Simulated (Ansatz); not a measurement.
Take a crystal in which Hg has been replaced by Zn on all its sites, with the cell rescaled by a rough guess (in some cases also distorted within its space group) and nothing relaxed:

```xyz
2
Lattice="3.1784 0.0000 0.0000 -1.5892 2.7525 0.0000 0.0000 0.0000 5.0382" Properties=species:S:1:pos:R:3 pbc="T T T"
Zn    1.5892    0.9175    3.7787
Zn    0.0000    1.8350    1.2596
```

Theory: DFT PBE, scalar-relativistic, plane waves, PAW (Ansatz 0.2.0).

Plane waves to 420 eV, a k mesh through Γ of 15×15×8 on the computed 2-atom cell and Gaussian smearing (0.10 eV); no spin polarisation.

**Question.** What pressure does the cell carry?

**Answer.** The pressure is -8.7 GPa (positive in compression), so the cell would contract.

**Question.** Is it a metal on this mesh?

**Answer.** Yes, a band crosses the Fermi level.